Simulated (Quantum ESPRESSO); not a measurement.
## AlN in Quantum ESPRESSO: the effect of target pressure

The system is AlN.

```xyz
4
Lattice="3.1130 0.0000 0.0000 -1.5565 2.6959 0.0000 0.0000 0.0000 4.9810" Properties=species:S:1:pos:R:3 pbc="T T T"
Al    1.5565    0.8986    2.4905
Al    0.0000    1.7973    0.0000
N     1.5565    0.8986    4.3833
N     0.0000    1.7973    1.8928
```

Alike in all runs:

- Program: Quantum ESPRESSO 7.5
- Task: relaxation of cell and atoms
- Functional: PBEsol
- Potentials or basis: SSSP 1.3 efficiency PBE
- Cutoff: 939 eV
- Density cutoff: 7510 eV
- k mesh: 10 × 10 × 6
- Occupations: fermi-dirac, width 0.05 eV
- Spin: no spin polarisation

Each run relaxes the cell or the atoms first.

| target pressure | relaxed volume (Å³/atom) | gap on the mesh (eV) |
| --- | --- | --- |
| 0 GPa | 10.51 | 4.03 |
| 2 GPa | 10.41 | 4.11 |
| 5 GPa | 10.26 | 4.23 |
| 10 GPa | 10.04 | 4.41 |
| 20 GPa | 9.66 | 4.73 |
| 30 GPa | ? | ? |

Question: What does the run with target pressure 30 GPa give?

Answer: Relaxed volume 9.33 Å³/atom; gap on the mesh 5.00 eV.

Worked out: In Murnaghan's law V^(-B') rises as a straight line in P. The other rows fit best with B' = 4.3, V0 = 10.51 Å³/atom and B0 = 196 GPa, which gives 9.35 Å³/atom at 30 GPa, against the run's 9.33. A parabola through the other rows of the gap on the mesh, of slope 0.0226 eV per GPa there, extrapolates to 4.99 eV, against the run's 5.00.

Caveats: the potentials were made for another functional, which shifts forces and pressure.

A k mesh can miss the band edges.
